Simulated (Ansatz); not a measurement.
Wanted: the native input for an Ansatz 0.2.0 run.

```yaml
Task: projected density of states
Functional: r2SCAN
Potentials_or_basis: Ansatz PAW
Cutoff: "500 eV (not typed: the program's choice for these potentials)"
k_mesh: 8 × 8 × 8
Occupations: fermi-dirac, width 0.05 eV
Spin: no spin polarisation
Hubbard_terms: Pt d U = 2 eV
Hubbard_projectors: ortho-atomic (the default)
Double_counting: fll (the default)
```

Crystal: TePt.

```
CELL_PARAMETERS angstrom
3.55919 0.00000 0.00000
0.00000 3.55919 0.00000
0.00000 0.00000 3.55919
ATOMIC_POSITIONS crystal
Pt 0.00000 0.00000 0.00000
Te 0.50000 0.50000 0.50000
```

Measurements of this composition are mostly on another form, of space group No. 166.

These files were run (other wordings do the same):

input.yaml

```yaml
crystal:
  lattice:
    - [3.55919028, 0.0, 0.0]
    - [0.0, 3.55919028, 0.0]
    - [0.0, 0.0, 3.55919028]
  atoms:
    - { symbol: Pt, position: [0.0, 0.0, 0.0] }
    - { symbol: Te, position: [0.5, 0.5, 0.5] }
hamiltonian:
  xc: r2scan
  pseudopotentials: { kind: paw }
  hubbard: { sites: [{ species: Pt, l: d, u_eff: 2.0 }] }
kpoints:
  mp_grid: { grid: [8, 8, 8] }
scf:
  occupations: { method: fermi_dirac, width: 0.05 }
  n_extra_bands: 6
output:
  forces: true
  stress: true
  eigenvalues: true
  dos: { projected: true, de: 0.05, nscf_kmesh: { grid: [12, 12, 12] } }
```

Potentials or basis: Ansatz PAW.

Command:

```bash
$ ansatz run input.yaml --threads 2 --pin off --max-ram 5632MiB --backend cpu --events-out ev --progress --plain --runs-dir out
```

It gave:

The pressure is -10.9 GPa. The band gap on the k mesh is none (metal or under the smearing width) and the density of states at the Fermi level is 0.80 states/eV per cell.

Caveat: U without spin polarisation on a metal has little footing; the PAW data sets come from PBE, with cores solved anew for the run's functional, which leaves a small shift of forces and pressure; the U is typed as a test and isn't derived for this compound; the density of states is complete only up to the lowest level of the last band computed.

Run time: 6.8 s on 2 threads of Arm Neoverse V1 (shared host), peak memory 0.44 GiB.
